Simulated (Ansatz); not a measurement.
# SiNi (Pnma) in Ansatz: further runs

Aim: see how the results for SiNi move with the level of theory and the settings. Levels: r2SCAN, PBE. Tasks: relaxation of cell and atoms.

All numbers are computed with Ansatz 0.2.0; they aren't measurements. Logs are shortened: lines on timing, memory, paths and dates and some standing lists are left out, and cuts for length are marked.

## (1) The structure

Symmetry: Pnma, No. 62, orthorhombic system. Conventional cell: a = 5.173 Å, b = 3.338 Å, c = 5.605 Å, α = 90.00°, β = 90.00°, γ = 90.00°. Ni (site symmetry m) has 6 Si at 2.28 to 2.40 Å as nearest neighbours. Si (site symmetry m) is surrounded by 6 Ni at 2.28 to 2.40 Å.

## (2) Relaxation of cell and atoms, r2SCAN, collinear spin, ferromagnetic start

input.yaml reads:

```yaml
crystal:
  lattice:
    - [5.1731, 0.0, 0.0]
    - [0.0, 3.3381, 0.0]
    - [0.0, 0.0, 5.6049]
  atoms:
    - { symbol: Ni, position: [0.99221, 0.75, 0.81248], spin: 1.0 }
    - { symbol: Ni, position: [0.50779, 0.25, 0.31248], spin: 1.0 }
    - { symbol: Ni, position: [0.49221, 0.75, 0.68752], spin: 1.0 }
    - { symbol: Ni, position: [0.00779, 0.25, 0.18752], spin: 1.0 }
    - { symbol: Si, position: [0.67872, 0.25, 0.9175] }
    - { symbol: Si, position: [0.82128, 0.75, 0.4175] }
    - { symbol: Si, position: [0.17872, 0.25, 0.5825] }
    - { symbol: Si, position: [0.32128, 0.75, 0.0825] }
hamiltonian:
  xc: r2scan
  pseudopotentials: { kind: paw }
magnetization:
  spin_polarized: true
kpoints:
  mp_grid: { grid: [5, 8, 5] }
scf:
  occupations: { method: fermi_dirac, width: 0.05 }
output:
  forces: true
  stress: true
  eigenvalues: true
relax:
  f_tol: 0.01
  max_steps: 40
  cell: { stress_tol: 0.05 }
```

Potentials or basis: Ansatz PAW.

The run is started by

```bash
ansatz run input.yaml --threads 4 --pin off --max-ram 11264MiB --backend cpu --events-out ev --progress --plain --runs-dir out
```

The program printed:

```text
Warning: RAYON_NUM_THREADS=4 ignored (pool sized by the plan → 4); use --threads N
Engine: ansatz 0.2.0, x86_64-unknown-linux-gnu
Pseudopotentials: kind: paw
Pseudopotential: Ni, paw, valence charge 18, recommended cutoff 500 eV (meta_gga), Ni.paw.azcp
Pseudopotential: Si, paw, valence charge 4, recommended cutoff 500 eV (meta_gga), Si.paw.azcp
Functional definition: r2SCAN
  parameter k0 = 0.174
  parameter k1 = 0.065
  parameter a1 = 4.9479
  exchange = r2scan_x(k0 = k0, k1 = k1, a1 = a1)
  correlation = r2scan_c
Crystal: 8 atoms, lattice volume = 96.787 Å³
Basis set: ecut = 500 eV, 2451 PW (Γ), exchange–correlation on 160×100×180 points (64 copies of the dense FFT grid, shifted against one another)
Bands: 56, of which v1, the nominal top of the filled ones, is band 44 counted from 1 (43 counted from 0)
Symmetry: 8 space group operations
Space group: Pnma (ITA 62), of the structure as read, at distance tolerance 4.6e-5 Å
Magnetic group: BNS 62.441 (UNI 539), of the structure as read, at distance tolerance 4.6e-5 Å
k-points: 45 of 200
Non-local potential: Ni, projectors of the file, l = 0: 3, l = 1: 2, l = 2: 3, l = 3: 1
Non-local potential: Si, projectors of the file, l = 0: 2, l = 1: 2, l = 2: 2
PAW form: soft (Blöchl's): semilocal exchange-correlation on the pseudo side does not see the compensation charge
PAW frozen core: Ni, regenerated for the run's functional (the file was generated under x = pbe(κ = 0.804, μ = 0.2195149727645171), c = pbe(β = 0.06672455060314922))
PAW frozen core: Si, regenerated for the run's functional (the file was generated under x = pbe(κ = 0.804, μ = 0.2195149727645171), c = pbe(β = 0.06672455060314922))
PAW one-centre angular grid: Ni, 590 points (default); XC on 160 Gauss nodes
PAW one-centre angular grid: Si, 302 points (default); XC on 160 Gauss nodes
Initial density: superposition of atomic densities (chi_scale 0.1, normalization cell)
Starting moments: Σ|m| = 4 μB on 4 of 8 sites
Initial wavefunctions: pseudopotential atomic-orbital guess
Functional: x = r2scan, c = r2scan; τ floored in thin density (d = 2e-4 eV/Å³)
iter 1 solved again at ethr=1.89e-3 eV; its pass at ethr=3.10e-3 eV (dr2=1.67e0 eV) is discarded
SCF iter   1: F=—  HF=-25934.394529 eV  |F-HF|=—  |Δ(HF+E_count)|=         —  Δρ=5.29e-2 (↑5.29e-2 ↓3.56e-2)  dr2=1.47e0  dr2_τ=4.50e-2  dr2_m=1.25e0  M=1.583 μB ∫|m|=2.734 μB  β_m=0.50  ethr=1.89e-3  ⟨swp⟩=3.4  Hψ=29980  notcnv=0
Mixer restart at iter 1: flushing history
preconditioner: auto → Kerker (q_TF=auto, 2.685 Å⁻¹)  [metal: Δε(μ)=0.013 eV  Ē_g=8.276 eV  σ=0.050 eV  W_gap=0.06  n_scr=38 (ndim 8)  ℏωp=28.2 eV  f_vac=0.000  D(μ)=2.88/eV (n_scr^D=20)]
spin=Collinear: Kerker preconditioning applied to the charge; magnetization (m = ρ↑ − ρ↓) channel mixes plain (no charge-response kernel on spin).
SCF iter   2: F=—  HF=-25934.350716 eV  |F-HF|=—  |Δ(HF+E_count)|=   4.38e-2  Δρ=3.93e-2 (↑1.91e-2 ↓3.93e-2)  dr2=1.43e0  dr2_τ=6.05e-3  dr2_m=4.93e-1  M=1.388 μB ∫|m|=2.453 μB  β_m=0.56  ethr=1.67e-3  ⟨swp⟩=3.8  Hψ=10221  notcnv=0  defer=246  κ⁻¹=1.0e0(r=1)
SCF iter   3: F=—  HF=-25936.235795 eV  |F-HF|=—  |Δ(HF+E_count)|=    1.89e0  Δρ=3.43e-2 (↑1.47e-2 ↓3.43e-2)  dr2=1.41e0  dr2_τ=3.32e-3  dr2_m=3.11e-1  M=1.204 μB ∫|m|=2.251 μB  β_m=0.30  ethr=1.62e-3  ⟨swp⟩=2.0  Hψ=6516  notcnv=0  defer=354  κ⁻¹=1.4e-2(r=2)
SCF iter   4: F=—  HF=-25940.844783 eV  |F-HF|=—  |Δ(HF+E_count)|=    4.61e0  Δρ=1.35e-2 (↑9.95e-3 ↓1.35e-2)  dr2=5.32e-1  dr2_τ=1.28e-3  dr2_m=5.87e-2  M=0.431 μB ∫|m|=1.290 μB  β_m=0.30  ethr=1.60e-3  ⟨swp⟩=3.2  Hψ=9212  notcnv=0  defer=354  κ⁻¹=1.9e-3(r=3)
SCF iter   5: F=—  HF=-25941.006001 eV  |F-HF|=—  |Δ(HF+E_count)|=   1.61e-1  Δρ=9.12e-3 (↑7.68e-3 ↓9.12e-3)  dr2=1.30e-1  dr2_τ=7.12e-4  dr2_m=4.32e-2  M=0.168 μB ∫|m|=0.677 μB  β_m=0.39  ethr=6.05e-4  ⟨swp⟩=2.8  Hψ=9446  notcnv=0  defer=363  κ⁻¹=1.1e-3(r=4)
[... 114 lines left out ...]
relax step   6: F+E_penalty+E_count = -25941.25336152 eV  Δ(F+E_penalty+E_count) = +8.677e-4 eV  max|allowed force component| = 5.450e-3 eV/Å  Δτ_max = 0.0000 Å  P = +0.004 GPa  Ω = 95.157 Å³  stress off target by 4.81e-2 GPa  SCF on the basis re-selected at this cell (its energy is not comparable with the rows above)  (14 SCF iters)
basis re-selected at this cell: Δ(F+E_penalty+E_count) = +8.677e-4 eV, ΔP = -0.009 GPa vs the last step (what re-selecting the basis moved, of the pressure what is left beyond the Pulay correction that the steps carried, after the strain that the cell walked since its last selection, with what the two solves' SCF thresholds leave and, on support functions, any second-order correction that the steps lacked; it is no measure of the basis error at this ecutwfc). This SCF's stress stands 4.81e-2 GPa from its target on what of the cell is left free (relax.cell.stress_tol is 5.00e-2 GPa) and its largest allowed force component is 5.45e-3 eV/Å (relax.f_tol is 1.00e-2 eV/Å): within both
SCF converged after 14 iterations
Stability not checked: this state was not tested for a lower state beside it, because the mixer in use, unlike msr1, does not test its closes by its own steps (another_mixer; see scf.mixing.algorithm and scf.lower_state_search)
Magnetization: -0.0000 μB (44.0000 up, 44.0000 down)
Absolute magnetization: 0.0000 μB (∫|ρ↑−ρ↓|, with the PAW one-centre terms)
Spin contamination: 0.0000 ħ² per cell (⟨S²⟩ above its minimum at these occupations)
Per-site moments (μB) at R_I (Å): [(-8.805712985071253e-11, 0.9335518684974133), (-8.805716673734846e-11, 0.9335518684974136), (-8.805712472585143e-11, 0.9335518684974137), (-8.805725577134263e-11, 0.9335518684974137), (7.505881995341873e-11, 0.9335518684974137), (7.505879113655438e-11, 0.9335518684974137), (7.505882621215146e-11, 0.9335518684974136), (7.505907127865344e-11, 0.9335518684974133)]
Free energy (F): -25941.253362 eV
Harris-Foulkes:  -25941.253362 eV  (|F-HF|=0.00e0)
Internal energy: -25941.241384 eV  (E = F + TS)
E sigma→0 (E₀):  -25941.247373 eV
Entropy (-TS):   -0.011977 eV (-1.497 meV/atom)
Fermi energy:    14.983499 eV
--- Per-component energies (eV) ---
  E_band       = -1381.786350
  E_kinetic    = 1312.880066
  E_local      = -17779.808918  (includes V_loc(G=0)·N_el)
  E_nonlocal   = 2650.511379
  E_hartree    = 7662.249178
  E_xc         = -531.316559
  E_vxc        = -684.540949  (∫ρ·V_xc dr)
  E_paw        = -8652.913026  (= ΣΔE_a)
  E_vpaw       = -2250.325948  (= ΣTr[D̂ρ^β])
  E_aug_tail   = 0.000980  (compensation charges beyond the density's cutoff)
  E_vtau       = 44.998935  (kinetic-family band-sum trace: ∫τ·v_τ [+ j·A + Jᵃ·Aᵃ] dr)
  E_ewald      = -10601.338478
  E_core_change = -1.506006  (= ΣΔE_core)
  E_smearing   = -0.011977  (= −TS)
  E_closure    = 0.000000  (closes the sum)
  Σ components = -25941.253362   (vs F -25941.253362, Δ=0.00e0)
--- Forces (eV/Å), atoms counted from 1 ---
  atom   1  Ni     0.00148844    -0.00000000     0.00013140
  atom   2  Ni    -0.00148844    -0.00000000     0.00013140
  atom   3  Ni     0.00148844     0.00000000    -0.00013140
  atom   4  Ni    -0.00148844     0.00000000    -0.00013140
  atom   5  Si    -0.00111733     0.00000000     0.00545046
  atom   6  Si     0.00111733    -0.00000000     0.00545046
  atom   7  Si    -0.00111733     0.00000000    -0.00545046
  atom   8  Si     0.00111733    -0.00000000    -0.00545046
  max |Σ_I F_I| component: 6.94e-18 eV/Å
--- Stress (GPa, compression-positive) ---
       -0.012269      -0.000000      -0.000000
       -0.000000       0.048050      -0.000000
       -0.000000      -0.000000      -0.025185
  P = ⅓ Tr σ = 0.0035 GPa (0.035 kbar)
--- Band table (eV; the first three rows and the last of 90) ---
  k-point 0 ↑: bands = ["-92.6978", "-92.6940", "-92.6920", "-92.6883", "-51.6825", "-51.6757", "-51.6612", "-51.6480", "-51.6256", "-51.6225", "-51.6023", "-51.5957", "-51.5855", "-51.5788", "-51.5691", "-51.5656", "1.1144", "4.7584", "6.0245", "6.8241", "7.9942", "8.5633", "10.2554", "10.6610", "10.7098", "10.7975", "10.8050", "10.9410", "11.1018", "11.4140", "11.6136", "11.6902", "11.9390", "12.1283", "12.4172", "12.4550", "12.5709", "12.6270", "12.7211", "12.8921", "12.9540", "13.5045", "13.7498", "13.9857", "15.7036", "16.5019", "18.4164", "18.8755", "19.2516", "19.8158", "20.1185", "21.3859", "21.7485", "21.8608", "22.4763", "22.5232"]
  k-point 1 ↑: bands = ["-92.6976", "-92.6948", "-92.6913", "-92.6885", "-51.6819", "-51.6765", "-51.6599", "-51.6493", "-51.6252", "-51.6228", "-51.6019", "-51.5966", "-51.5846", "-51.5793", "-51.5687", "-51.5659", "1.3095", "3.9431", "6.5793", "6.9106", "7.9227", "9.0861", "9.7081", "10.5434", "10.6741", "10.7258", "10.7554", "11.0984", "11.1839", "11.4993", "11.6126", "11.6380", "12.0448", "12.1950", "12.2595", "12.3281", "12.3916", "12.6127", "12.6778", "12.8727", "13.2697", "13.5169", "14.0125", "14.1377", "15.9779", "17.0168", "17.6107", "18.9018", "19.3588", "19.4465", "19.6596", "21.3843", "21.9832", "22.0709", "22.4378", "22.5804"]
  k-point 2 ↑: bands = ["-92.6970", "-92.6959", "-92.6901", "-92.6891", "-51.6804", "-51.6784", "-51.6565", "-51.6526", "-51.6243", "-51.6234", "-51.6005", "-51.5986", "-51.5826", "-51.5807", "-51.5678", "-51.5667", "1.8843", "2.7996", "7.1335", "7.2063", "7.8387", "8.5934", "9.9470", "10.3312", "10.8497", "10.8557", "10.8592", "11.0791", "11.4313", "11.5200", "11.6605", "11.6742", "11.8133", "11.9577", "12.0966", "12.1322", "12.5015", "12.7048", "12.8057", "12.8493", "13.2760", "13.4912", "14.2975", "15.1918", "15.3911", "16.3920", "18.0806", "18.6648", "19.3347", "19.6958", "20.3927", "21.2242", "21.2915", "21.2927", "22.1700", "22.6203"]
  k-point 44 ↓: bands = ["-92.6938", "-92.6938", "-92.6921", "-92.6921", "-51.6694", "-51.6694", "-51.6668", "-51.6668", "-51.6065", "-51.6065", "-51.5929", "-51.5929", "-51.5912", "-51.5912", "-51.5853", "-51.5853", "5.5531", "5.5531", "5.9003", "5.9003", "7.9024", "7.9024", "8.4564", "8.4564", "10.9464", "10.9464", "11.0302", "11.0302", "11.3251", "11.3251", "11.5899", "11.5899", "12.0787", "12.0787", "12.2195", "12.2195", "12.5741", "12.5741", "12.6614", "12.6614", "12.8793", "12.8793", "12.9498", "12.9498", "16.7459", "16.7459", "17.7293", "17.7293", "18.5290", "18.5290", "19.2442", "19.2442", "20.9127", "20.9127", "21.4550", "21.4550"]
--- Relaxed structure (5 steps of the walk, 5 accepted, 1 SCFs on fresh bases) ---
  F+E_penalty+E_count = -25941.25336152 eV   max|allowed force component| = 5.450e-3 eV/Å   (the final SCF, on the basis selected at the relaxed cell)
  cell:  # Å, volume = 95.1566 Å³
    - [5.074692740420718, -1.4375961354678205e-33, 7.681289599151073e-18]
    - [-9.976643412317975e-34, 3.371551031317796, 4.2007005287560334e-34]
    - [8.322448836148894e-18, 7.0532657480676705e-34, 5.561597429174931]
  atoms:
    - { symbol: Ni, position: [0.9919817371671233, 0.7500000000000001, 0.8106686600864671] }
    - { symbol: Ni, position: [0.5080182628328767, 0.25000000000000006, 0.3106686600864671] }
    - { symbol: Ni, position: [0.49198173716712335, 0.7500000000000001, 0.689331339913533] }
    - { symbol: Ni, position: [0.008018262832876651, 0.25000000000000006, 0.18933133991353296] }
    - { symbol: Si, position: [0.678842481866352, 0.25000000000000006, 0.9147881989342275] }
    - { symbol: Si, position: [0.8211575181336481, 0.7500000000000001, 0.4147881989342276] }
    - { symbol: Si, position: [0.17884248186635188, 0.25000000000000006, 0.5852118010657726] }
    - { symbol: Si, position: [0.3211575181336481, 0.7500000000000001, 0.08521180106577249] }
```

Run time: 3.4 min. Hardware: 4 threads of AMD EPYC (Zen 3), shared host; peak memory 1 GiB.

What came out:

* Free energy: -25941.2534 eV
* Relaxed volume: 11.89 Å³/atom
* Relaxed cell: a = 5.075 Å, b = 3.372 Å, c = 5.562 Å, α = 90.00°, β = 90.00°, γ = 90.00°
* Space group after relaxing (to 0.05 Å): Pnma (No. 62)
* Energy gained by relaxing: 4.8 meV/atom
* Ionic steps: 6
* Pressure after relaxing: 0.0 GPa
* Largest force after relaxing: 0.006 eV/Å
* Band gap on the k mesh: none (metal or under the smearing width)
* Net moment: 0.00 μB per cell
* Absolute moment: 0.00 μB per cell

Forces in eV/Å, atoms in the order of the input:
```
Ni   0.001  0.000  0.000
Ni  -0.001  0.000  0.000
Ni   0.001  0.000  0.000
Ni  -0.001  0.000  0.000
Si  -0.001  0.000  0.005
Si   0.001  0.000  0.005
Si  -0.001  0.000 -0.005
Si   0.001  0.000 -0.005
```

The path:
| step | energy change (eV) | largest force (eV/Å) | volume (Å³) |
| --- | --- | --- | --- |
| 1 | 0.0000 | 0.1459 | 96.79 |
| 2 | -0.0319 | 0.1021 | 95.84 |
| 3 | -0.0394 | 0.0266 | 95.00 |
| 4 | -0.0396 | 0.0129 | 95.15 |
| 5 | -0.0396 | 0.0056 | 95.16 |
| 6 | -0.0387 | 0.0056 | 95.16 |

Final structure:
```
CELL_PARAMETERS angstrom
5.07469 0.00000 0.00000
0.00000 3.37155 0.00000
0.00000 0.00000 5.56160
ATOMIC_POSITIONS crystal
Ni 0.99198 0.75000 0.81067
Ni 0.50802 0.25000 0.31067
Ni 0.49198 0.75000 0.68933
Ni 0.00802 0.25000 0.18933
Si 0.67884 0.25000 0.91479
Si 0.82116 0.75000 0.41479
Si 0.17884 0.25000 0.58521
Si 0.32116 0.75000 0.08521
```

Caveat: the magnetic or orbital state may not be the lowest; the plane-wave basis is chosen anew once the cell has moved, so the energies of steps on either side of that aren't comparable; the PAW data sets come from PBE, with cores solved anew for the run's functional, which leaves a small shift of forces and pressure; the starting moments weren't kept.

(Continued in part 2 of 2.)
